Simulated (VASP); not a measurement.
# CdTe (F-43m) in VASP: a series of runs

The runs below take CdTe through relaxation of cell and atoms, single point, with LDA.

All numbers are computed with VASP 6.6.1; they aren't measurements. Logs are shortened: lines on timing, memory, paths and dates and some standing lists are left out, and cuts for length are marked.

**What was measured.**

A printed reference work, data compilation reports, for a bulk crystal of CdTe at 0 K: band gap 1.607 eV.

The results are compared with them further down.

## (1) Starting point

The structure is cubic, space group F-43m (No. 216). The conventional cell has a = 6.410 Å, b = 6.410 Å, c = 6.410 Å, α = 90.00°, β = 90.00°, γ = 90.00°. Cd (site symmetry -43m) has 4 Te at 2.78 Å as nearest neighbours. Te (site symmetry -43m) has 4 Cd at 2.78 Å as nearest neighbours.

## (2) Relaxation of cell and atoms, LDA (cell and atoms relaxed tightly for response)

INCAR reads:

```
SYSTEM = CdTe
  PREC = Accurate
  ENCUT = 600
  EDIFF = 1E-6
  ISMEAR = 0
  SIGMA = 0.01
  LREAL = .False.
  LASPH = .True.
  NELM = 100
  ALGO = Normal
  ISIF = 3
  LWAVE = .False.
  LCHARG = .False.
  GGA = CA
  IBRION = 2
  NSW = 80
  EDIFFG = -0.001
```

KPOINTS reads:

```
regular mesh
0
Gamma
  8 8 8
  0 0 0
```

POSCAR reads:

```
CdTe
1.0
    0.0000000000      3.2050000000      3.2050000000
    3.2050000000      0.0000000000      3.2050000000
    3.2050000000      3.2050000000      0.0000000000
Cd Te
1 1
Direct
    0.0000000000      0.0000000000      0.0000000000
    0.7500000000      0.7500000000      0.7500000000
```

Potentials or basis: VASP PAW LDA potentials, release 64 (Cd, Te).

Run with:

```sh
cat potpaw_LDA.64/Cd/POTCAR potpaw_LDA.64/Te/POTCAR > POTCAR
mpirun -np 1 vasp_std > vasp.out
```

OUTCAR:

```text
SYSTEM = CdTe
   PREC = Accurate
   ENCUT = 600
   EDIFF = 1E-6
   ISMEAR = 0
   LREAL = .False.
   LASPH = .True.
   NELM = 100
   ISIF = 3
   GGA = CA
   IBRION = 2
   NSW = 80
   EDIFFG = -0.001

 ion  position               nearest neighbor table
   1  0.000  0.000  0.000-   2 2.78   2 2.78   2 2.78   2 2.78
   2  0.750  0.750  0.750-   1 2.78   1 2.78   1 2.78   1 2.78

  LATTYP: Found a face centered cubic cell.
 ALAT       =     6.4100000000

  Lattice vectors:

 A1 = (   0.0000000000,   3.2050000000,   3.2050000000)
 A2 = (   3.2050000000,   0.0000000000,   3.2050000000)
 A3 = (   3.2050000000,   3.2050000000,   0.0000000000)

Analysis of symmetry for initial positions (statically):
=====================================================================
 Subroutine PRICEL returns:
 Original cell was already a primitive cell.

 Routine SETGRP: Setting up the symmetry group for a
 face centered cubic supercell.

 Subroutine GETGRP returns: Found 24 space group operations
 (whereof 24 operations were pure point group operations)
 out of a pool of 48 trial point group operations.

The static configuration has the point symmetry T_d .

Analysis of symmetry for dynamics (positions and initial velocities):
=====================================================================
 Subroutine PRICEL returns:
 Original cell was already a primitive cell.

 Routine SETGRP: Setting up the symmetry group for a
 face centered cubic supercell.

 Subroutine GETGRP returns: Found 24 space group operations
 (whereof 24 operations were pure point group operations)
 out of a pool of 48 trial point group operations.

The dynamic configuration has the point symmetry T_d .

 Subroutine INISYM returns: Found 24 space group operations
 (whereof 24 operations are pure point group operations),
 and found     1 'primitive' translations

----------------------------------------------------------------------------------------

                                     Primitive cell

  volume of cell :      65.8437

  direct lattice vectors                    reciprocal lattice vectors
     0.000000000  3.205000000  3.205000000    -0.156006240  0.156006240  0.156006240
     3.205000000  0.000000000  3.205000000     0.156006240 -0.156006240  0.156006240
     3.205000000  3.205000000  0.000000000     0.156006240  0.156006240 -0.156006240

  length of vectors
     4.532554467  4.532554467  4.532554467     0.270210734  0.270210734  0.270210734

  position of ions in fractional coordinates (direct lattice)
     0.000000000  0.000000000  0.000000000
     0.750000000  0.750000000  0.750000000

  ion indices of the primitive-cell ions
   primitive index   ion index
                 1           1
                 2           2

----------------------------------------------------------------------------------------

 KPOINTS: regular mesh

Automatic generation of k-mesh.
 Grid dimensions read from file:
 generate k-points for:    8    8    8

 Generating k-lattice:

  Cartesian coordinates                     Fractional coordinates (reciprocal lattice)
    -0.019500780  0.019500780  0.019500780     0.125000000  0.000000000  0.000000000
     0.019500780 -0.019500780  0.019500780     0.000000000  0.125000000  0.000000000
     0.019500780  0.019500780 -0.019500780     0.000000000  0.000000000  0.125000000

  Length of vectors
     0.033776342  0.033776342  0.033776342

  Shift w.r.t. Gamma in fractional coordinates (k-lattice)
     0.000000000  0.000000000  0.000000000

 Subroutine IBZKPT returns following result:
 ===========================================

 Found     29 irreducible k-points:

 Following reciprocal coordinates:
            Coordinates               Weight
  0.000000  0.000000  0.000000      1.000000
  0.125000  0.000000  0.000000      8.000000
  0.250000  0.000000  0.000000      8.000000
  0.375000  0.000000  0.000000      8.000000
  0.500000  0.000000  0.000000      4.000000
  0.125000  0.125000  0.000000      6.000000
[... 16 lines left out ...]
  0.500000  0.250000  0.125000     48.000000
 -0.375000  0.250000  0.125000     24.000000
 [... further k-points ...]
   k-points           NKPTS =     29   k-points in BZ     NKDIM =     29   number of bands    NBANDS=     13
   number of dos      NEDOS =    301   number of ions     NIONS =      2
   total plane-waves  NPLWV =  46656
   dimension x,y,z NGX =    36 NGY =   36 NGZ =   36
   dimension x,y,z NGXF=    72 NGYF=   72 NGZF=   72
   ions per type =               1   1
   NGX,Y,Z   is equivalent  to a cutoff of  13.20, 13.20, 13.20 a.u.
   NGXF,Y,Z  is equivalent  to a cutoff of  26.41, 26.41, 26.41 a.u.
 SYSTEM =  CdTe
   PREC   = accura    normal or accurate (medium, high low for compatibility)
   ISTART =      0    job   : 0-new  1-cont  2-samecut
   ICHARG =      2    charge: 1-file 2-atom 10-const
   ISPIN  =      1    spin polarized calculation?
   LNONCOLLINEAR =      F non collinear calculations
   LSORBIT =      F    spin-orbit coupling
   LASPH  =      T    aspherical Exc in radial PAW
   ENCUT  =  600.0 eV  44.10 Ry    6.64 a.u.   9.05  9.05  9.05*2*pi/ulx,y,z
   NELM   =    100;   NELMIN=  2; NELMDL= -5     # of ELM steps
   EDIFF  = 0.1E-05   stopping-criterion for ELM
   LREAL  =      F    real-space projection
   EDIFFG = -.1E-02   stopping-criterion for IOM
   NSW    =     80    number of steps for IOM
   IBRION =      2    ionic relax: 0-MD 1-quasi-New 2-CG
   NFREE  =      1    steps in history (QN), initial steepest desc. (CG)
   ISIF   =      3    stress and relaxation
   ISYM   =      2    0-nonsym 1-usesym 2-fastsym
   POTIM  = 0.5000    time-step for ionic-motion
   TEBEG  =    0.0;   TEEND  =   0.0 temperature during run
   PSTRESS=    0.0 pullay stress
   NELECT =      18.0000    total number of electrons
   NUPDOWN=      -1.0000    fix difference up-down
   EMIN   =  10.00;   EMAX   =-10.00  energy-range for DOS
   EFERMI =   0.00;   METHOD = LEGACY
   ISMEAR =     0;   SIGMA  =   0.01  broadening in eV -4-tet -1-fermi 0-gaus
   EFERMI_NEDOS =   21; number of points for ismear=-14 and -15
   IALGO  =     38    algorithm
   IMIX   =      4    mixing-type and parameters
     AMIX     =   0.40;   BMIX     =  1.00
     AMIX_MAG =   1.60;   BMIX_MAG =  1.00
  volume/ion in A,a.u.               =      32.92       222.17
  Fermi-wavevector in a.u.,A,eV,Ry     =   1.062497  2.007828 15.359610  1.128899
  Thomas-Fermi vector in A             =   2.197950
   LORBIT       =      0    0 simple, 1 ext, 2 COOP (PROOUT), +10 PAW based schemes
   GGA     = CA    functional components
   LHFCALC =     F    Hartree Fock is set to
   AEXX    =    0.0000 exact exchange contribution
   IVDW    =     0    specifies the selected vdW correction
   LEPSILON=     F    determine dielectric tensor
   LRPA    =     F    only Hartree local field effects (RPA)
 conjugate gradient relaxation of ions
 non-spin polarized calculation
 Gauss-broadening in eV      SIGMA  =   0.01
  energy-cutoff  :      600.00
  volume of cell :       65.84
 maximum number of plane-waves:      2216
   NGX = 19   NGY = 19   NGZ = 19

--------------------------------------- Ionic step        1  -------------------------------------------

 number of electron      17.9999995 magnetization

 Free energy of the ion-electron system (eV)
  ---------------------------------------------------
  ext. energy  EPLUGINS =         0.00000000
  ---------------------------------------------------
  free energy    TOTEN  =        -6.05060618 eV

  energy without entropy =       -6.05060618  energy(sigma->0) =       -6.05060618

------------------------ aborting loop because EDIFF is reached ----------------------------------------

  FORCE on cell =-STRESS in cart. coord.  units (eV):
  Direction    XX          YY          ZZ          XY          YZ          ZX
  --------------------------------------------------------------------------------------
  -------------------------------------------------------------------------------------
  Total        0.0840031      0.0840031      0.0840031      0.0000000      0.0000000      0.0000000
  in kB        2.0440512      2.0440512      2.0440512      0.0000000      0.0000000      0.0000000
  external PRESSURE =       2.0440512 kB  Pullay stress =       0.0000000 kB

 VOLUME and BASIS-vectors are now :
 -----------------------------------------------------------------------------
  energy-cutoff  :      600.00
  volume of cell :       65.84
      direct lattice vectors                 reciprocal lattice vectors
     0.000000000  3.205000000  3.205000000    -0.156006240  0.156006240  0.156006240
     3.205000000  0.000000000  3.205000000     0.156006240 -0.156006240  0.156006240
     3.205000000  3.205000000  0.000000000     0.156006240  0.156006240 -0.156006240
[... 73 lines left out ...]
 POSITION                                       TOTAL-FORCE (eV/Angst)
 -----------------------------------------------------------------------------------
      0.00000      0.00000      0.00000         0.000000      0.000000      0.000000
      4.81479      4.81479      4.81479        -0.000000     -0.000000     -0.000000
 -----------------------------------------------------------------------------------
    total drift:                               -0.000000     -0.000000     -0.000000

  FREE ENERGIE OF THE ION-ELECTRON SYSTEM (eV)
  ---------------------------------------------------
  free  energy   TOTEN  =        -6.0507920514 eV

  energy  without entropy=       -6.0507920514  energy(sigma->0) =       -6.05079205

--------------------------------------- Ionic step        4  -------------------------------------------

 number of electron      17.9999995 magnetization

 Free energy of the ion-electron system (eV)
  ---------------------------------------------------
  ext. energy  EPLUGINS =         0.00000000
  ---------------------------------------------------
  free energy    TOTEN  =        -6.05079222 eV

  energy without entropy =       -6.05079222  energy(sigma->0) =       -6.05079222

 E-fermi :   2.5081     XC(G=0):  -9.0706

 val. band max:        2.4238396884   @ k =   0.0000   0.0000   0.0000
 cond. band min:       3.0633243906   @ k =   0.0000   0.0000   0.0000
 fundamental gap:      0.6394847022
 Fermi energy:         2.5081102754

 k-point     1 :       0.0000    0.0000    0.0000
  band No.  band energies     occupation
      1      -8.9848      2.00000
      2      -5.9718      2.00000
      3      -5.9718      2.00000
      4      -5.9718      2.00000
      5      -5.6859      2.00000
      6      -5.6859      2.00000
      7       2.4238      2.00000
      8       2.4238      2.00000
      9       2.4238      2.00000
     10       3.0633      0.00000
     11       6.9048      0.00000
     12       6.9048      0.00000
     13       6.9048      0.00000

 k-point     2 :       0.1250    0.0000    0.0000
  band No.  band energies     occupation
      1      -8.9216      2.00000
      2      -5.9597      2.00000
      3      -5.9597      2.00000
      4      -5.9262      2.00000
      5      -5.6870      2.00000
      6      -5.6870      2.00000
      7       1.1162      2.00000
      8       2.2748      2.00000
      9       2.2748      2.00000
     10       3.9907      0.00000
     11       6.8848      0.00000
[... 339 lines left out ...]
 k-point    24 :      -0.3750    0.2500    0.1250
  band No.  band energies     occupation
      1      -8.4874      2.00000
      2      -5.8759      2.00000
      3      -5.8615      2.00000
      4      -5.7046      2.00000
      5      -5.6808      2.00000
      6      -5.2152      2.00000
      7      -2.0369      2.00000
      8       0.2150      2.00000
      9       1.0643      2.00000
     10       5.5999      0.00000
     11       6.8584      0.00000
     12       8.3394      0.00000
     13       9.5438      0.00000

 [... further k-points ...]
[... 5 lines left out ...]
  --------------------------------------------------------------------------------------
  -------------------------------------------------------------------------------------
  Total       -0.0007681     -0.0007681     -0.0007681      0.0000000     -0.0000000     -0.0000000
  in kB       -0.0186069     -0.0186069     -0.0186069      0.0000000     -0.0000000     -0.0000000
  external PRESSURE =      -0.0186069 kB  Pullay stress =       0.0000000 kB

 VOLUME and BASIS-vectors are now :
 -----------------------------------------------------------------------------
  energy-cutoff  :      600.00
  volume of cell :       66.13
      direct lattice vectors                 reciprocal lattice vectors
    -0.000000000  3.209713516  3.209713516    -0.155777143  0.155777143  0.155777143
     3.209713516  0.000000000  3.209713516     0.155777143 -0.155777143  0.155777143
     3.209713516  3.209713516  0.000000000     0.155777143  0.155777143 -0.155777143

 POSITION                                       TOTAL-FORCE (eV/Angst)
 -----------------------------------------------------------------------------------
      0.00000      0.00000      0.00000         0.000000     -0.000000      0.000000
      4.81457      4.81457      4.81457        -0.000000      0.000000     -0.000000
 -----------------------------------------------------------------------------------
    total drift:                               -0.000000     -0.000000     -0.000000

  FREE ENERGIE OF THE ION-ELECTRON SYSTEM (eV)
  ---------------------------------------------------
  free  energy   TOTEN  =        -6.0507922232 eV

  energy  without entropy=       -6.0507922232  energy(sigma->0) =       -6.05079222

 reached required accuracy - stopping structural energy minimisation
```

Wall time 33 s (1 thread of AMD EPYC 9R45 (Zen 5), shared host); peak memory 0.17 GiB.

What came out:

| Property | Result |
| --- | --- |
| Free energy | -6.0508 eV |
| Relaxed volume | 33.07 Å³/atom |
| Relaxed cell | a = 4.539 Å, b = 4.539 Å, c = 4.539 Å, α = 60.00°, β = 60.00°, γ = 60.00° |
| Space group after relaxing (to 0.05 Å) | F-43m (No. 216) |
| Energy gained by relaxing | 0.1 meV/atom |
| Ionic steps | 4 |
| Pressure after relaxing | 0.0 GPa |
| Band gap on the k mesh | 0.64 eV, direct |

Step by step:
| step | energy change (eV) | largest force (eV/Å) | pressure (GPa) | volume (Å³) |
| --- | --- | --- | --- | --- |
| 1 | 0.0000 | 0.0000 | 0.20 | 65.84 |
| 2 | -0.0002 | 0.0000 | -0.05 | 66.24 |
| 3 | -0.0002 | 0.0000 | -0.01 | 66.14 |
| 4 | -0.0002 | 0.0000 | 0.00 | 66.13 |

Final structure:
```
Cd Te
1.0
     0.00000    3.20971    3.20971
     3.20971    0.00000    3.20971
     3.20971    3.20971    0.00000
Cd Te
1 1
Direct
  0.00000 0.00000 0.00000
  0.75000 0.75000 0.75000
```

Levels at points of the mesh, in eV from the valence-band top:
```
           k point  band 7  band 8  band 9  band 10  band 11  band 12
(0.00, 0.00, 0.00)    0.00    0.00    0.00     0.64     4.48     4.48
(0.50, 0.00, 0.00)   -4.67   -0.83   -0.83     1.69     5.08     5.08
(0.50, 0.50, 0.00)   -4.52   -1.99   -1.99     2.38     2.54     8.80
```

Caveat: spin-orbit coupling is left out, which moves the levels of the heavy elements.

[end of part 1 of 2]
